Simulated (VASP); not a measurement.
This VASP 6.6.1 run on SnTe needs a look.

INCAR

```
SYSTEM = SnTe
ALGO = Fast
EDIFF = 1E-13
ENCUT = 600
GGA_COMPAT = .False.
ISIF = 2
ISMEAR = -1
LASPH = .True.
LCHARG = .False.
LNONCOLLINEAR = .True.
LORBIT = 11
LORBMOM = .True.
LREAL = .False.
LSORBIT = .True.
LWAVE = .False.
MAGMOM = 0.354 0.354 0 0 0 0
NBANDS = 32
NELM = 52
PREC = Accurate
SIGMA = 0.05
```

File KPOINTS:

```
k-points
0
Gamma
  5 5 5
  0 0 0
```

Contents of POSCAR:

```
SnTe
4.456
    0.000000000000      0.707102782765      0.707102782765
    0.707102782765      0.000000000000      0.707102782765
    0.707102782765      0.707102782765      0.000000000000
Te Sn
1 1
Direct
    0.5000000000      0.5000000000      0.5000000000
    0.0000000000      0.0000000000      0.0000000000
```

Potentials or basis: VASP PAW LDA potentials, release 64 (Te_GW, Sn_d_GW).

Command:

```bash
$ cat potpaw_LDA.64/Te_GW/POTCAR potpaw_LDA.64/Sn_d_GW/POTCAR > POTCAR
$ mpirun -np 1 vasp_ncl > vasp.out
```

OUTCAR:

```text
SYSTEM = SnTe
   EDIFF = 1E-13
   ENCUT = 600
   ISIF = 2
   ISMEAR = -1
   LASPH = .True.
   LNONCOLLINEAR = .True.
   LORBIT = 11
   LREAL = .False.
   LSORBIT = .True.
   NELM = 52
   PREC = Accurate

 ion  position               nearest neighbor table
   1  0.500  0.500  0.500-   2 3.15   2 3.15   2 3.15   2 3.15   2 3.15   2 3.15
   2  0.000  0.000  0.000-   1 3.15   1 3.15   1 3.15   1 3.15   1 3.15   1 3.15

  LATTYP: Found a face centered cubic cell.
 ALAT       =     6.3017000000

[... 304 lines left out ...]
     0.0000000     0.0000000     0.0000000    -0.0000000     0.0000000    -0.0000000     0.0000000
     0.0000000     0.0000000    -0.0000000     0.0000000    -0.0000000     0.0000000     0.0000000
     0.0000000     0.0000000     0.0000000    -0.0000000     0.0000000    -0.0000000     0.0000000
     0.0000000     0.0000000    -0.0000000     0.0000000    -0.0000000     0.0000000     0.0000000
    -0.0000000     0.0000000     0.0000000     0.0000000     0.0000000     0.0000000     0.0000000

 total charge

# of ion       s       p       d       f       tot
--------------------------------------------------
    1        1.623   2.507   0.058   0.000   4.189
    2        1.364   0.727   9.993   0.010  12.094
--------------------------------------------------
tot          2.988   3.234  10.051   0.010  16.282

 magnetization (x)

# of ion       s       p       d       f       tot
--------------------------------------------------
    1       -0.000   0.000   0.000   0.000   0.000
    2       -0.000  -0.000  -0.000  -0.000  -0.000
--------------------------------------------------
tot         -0.000   0.000  -0.000  -0.000   0.000

 magnetization (y)

# of ion       s       p       d       f       tot
--------------------------------------------------
    1       -0.000   0.000   0.000   0.000   0.000
    2       -0.000  -0.000  -0.000  -0.000  -0.000
--------------------------------------------------
tot         -0.000   0.000  -0.000  -0.000   0.000

 magnetization (z)

# of ion       s       p       d       f       tot
--------------------------------------------------
    1        0.000   0.000   0.000   0.000   0.000
    2        0.000   0.000   0.000   0.000   0.000
--------------------------------------------------
tot          0.000   0.000   0.000   0.000   0.000
```

On the terminal:

```text
POSCAR found type information on POSCAR TeSn
[... 28 lines left out ...]

 soft stop encountered!  aborting job ...
 deleting file STOPCAR
```

Diagnose the run.

The calculation hadn't finished when its time ran out. The input holds a flaw that was put in on purpose: threshold below the noise (EDIFF = 1e-13).
